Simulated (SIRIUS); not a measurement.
# MgS under changes of volume

One of the cells (23.195 Å³/atom); the others are scaled copies at fixed shape and fractional positions:

```
S Mg
1.0
     0.00000    2.85188    2.85188
     2.85188    0.00000    2.85188
     2.85188    2.85188    0.00000
S Mg
1 1
Direct
  0.25000 0.25000 0.25000
  0.00000 0.00000 0.00000
```

The cell comes from a database or a generator and needn't be the stable form of this composition.

* Program: SIRIUS 7.12.0
* Functional: PBE
* Potentials or basis: PseudoDojo 0.4.1 PBE standard (scalar relativistic)
* Cutoff: 1152 eV
* Density cutoff: 4606 eV
* k mesh: 8 × 8 × 8
* Occupations: fermi-dirac, width 0.05 eV
* Spin: no spin polarisation

```tsv
volume (Å³/atom)	energy over the lowest point (meV/atom)	pressure (GPa)	gap on the mesh (eV)
21.376	26.36	5.1	3.75
21.831	14.00	3.6	3.65
22.285	5.74	2.2	3.54
23.195	0.00	-0.1	3.34
23.650	?	?	?
24.105	6.45	-2.1	3.16
```

What does the run at 23.650 Å³/atom give?

Energy over the lowest point 1.85 meV/atom; pressure -1.2 GPa; gap on the mesh 3.25 eV.

Worked out: A Birch-Murnaghan fit of order 3 (a polynomial in V^(-2/3)) to the other rows has its minimum at 23.14 Å³/atom with B0 = V·E''(V) = 55 GPa and B' = 4.1. It gives 1.85 meV/atom at 23.650 Å³/atom, against the run's 1.85, and -dE/dV = -1.2 GPa, against -1.2. A straight line through the other rows of the gap, of slope -4.94 eV per unit of ln V, gives 3.25 eV, against the run's 3.25.

Energies are extrapolated to zero smearing.

A mesh can miss the band edges.
